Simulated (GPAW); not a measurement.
Ti3Al:

```
Ti Al
1.0
     2.92754    0.00000    0.00000
    -1.46377    2.53533    0.00000
     0.00000    0.00000    9.22636
Ti Al
3 1
Direct
  0.33333 0.66667 0.24941
  0.33333 0.66667 0.75059
  0.66667 0.33333 0.00000
  0.66667 0.33333 0.50000
```

The cell comes from a database or a generator and needn't be the stable form of this composition.

| Property | Result |
| --- | --- |
| Program | GPAW 26.7.0 |
| Task | relaxation of cell and atoms |
| Functional | PBEsol |
| Dispersion | D4 |
| Potentials or basis | PAW data sets generated in the run's folder for this functional |
| Cutoff | 600 eV |
| Basis | pw |
| k mesh | 8 × 8 × 2 |
| Occupations | fermi-dirac, width 0.05 eV |
| Spin | no spin polarisation |

At the start: pressure -5.0 GPa; volume 17.12 Å³/atom.

Task: Where does the relaxation end?

Result: Over 3 steps the energy falls by 9.1 meV/atom and the volume is 16.35 Å³/atom (-4.5 %); space group P-6m2 (No. 187, to 0.05 Å).

Step by step:
```csv
step,energy change (eV),largest force (eV/Å),pressure (GPa),volume (Å³)
1,0.0000,0.0603,-4.96,68.48
2,-0.0100,0.0523,-4.37,68.09
3,-0.0364,0.0111,0.18,65.39
```

Final structure:
```cif
data_structure
_symmetry_space_group_name_H-M 'P 1'
_symmetry_Int_Tables_number 1
_cell_length_a 2.8849
_cell_length_b 2.8849
_cell_length_c 9.0726
_cell_angle_alpha 90.000
_cell_angle_beta 90.000
_cell_angle_gamma 120.000
_cell_volume 65.39
loop_
_atom_site_label
_atom_site_type_symbol
_atom_site_fract_x
_atom_site_fract_y
_atom_site_fract_z
_atom_site_occupancy
Ti1 Ti 0.33333 0.66667 0.24866 1
Ti2 Ti 0.33333 0.66667 0.75134 1
Ti3 Ti 0.66667 0.33333 0.00000 1
Al1 Al 0.66667 0.33333 0.50000 1
```

Caveat: later steps reuse the first step's grids; pairwise dispersion overbinds metals, which lowers pressure and volume.
